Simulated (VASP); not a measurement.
Wanted: the native input for a VASP 6.6.1 run.

```yaml
Task: relaxation of cell and atoms
Functional: r2SCAN
Potentials_or_basis: VASP PAW PBE potentials, release 64 (Mg)
Cutoff: 600 eV
k_mesh: 10 × 10 × 10
Occupations: methfessel-paxton, width 0.1 eV
Spin: no spin polarisation
Further_INCAR_settings: ALGO = Normal; EDIFF = 1e-07; IBRION = 2; EDIFFG = -0.02; NSW = 60; ISIF = 3
```

The structure of Mg lies in POSCAR:

```
Mg
1.0
    0.0000000000      2.2442560000      2.2442560000
    2.2442560000      0.0000000000      2.2442560000
    2.2442560000      2.2442560000      0.0000000000
Mg
1
Direct
    0.0000000000      0.0000000000      0.0000000000
```

This isn't the form of Mg at room conditions, which is hcp.

The input as run:

INCAR

```
PREC = Accurate ; ENCUT = 600
EDIFF = 1E-7 ; ISMEAR = 1
SIGMA = 0.1 ; LREAL = False
LASPH = True ; NELM = 80
ALGO = Normal ; ISIF = 3
LWAVE = False ; LCHARG = False
METAGGA = R2SCAN ; LMIXTAU = True
IBRION = 2 ; NSW = 60
EDIFFG = -0.02
```

KPOINTS

```
Automatic mesh
0
Gamma
  10 10 10
```

Potentials or basis: VASP PAW PBE potentials, release 64 (Mg).

The run is started by

```sh
$ cat potpaw_PBE.64/Mg/POTCAR > POTCAR
$ mpirun -np 1 vasp_std > vasp.out
```

Results of the run:

```
Pressure after relaxing : 0.0 GPa
Band gap on the k mesh  : none (metal or under the smearing width)
```

Caveat: the relaxation stopped at its first step, so nothing moved; the PAW data sets were made with another functional, which shifts forces and pressure a little.

Wall time 30 s on 1 thread of Intel(R) Xeon(R) Platinum 8488C (Sapphire Rapids), on a shared host, peak memory 0.16 GiB.
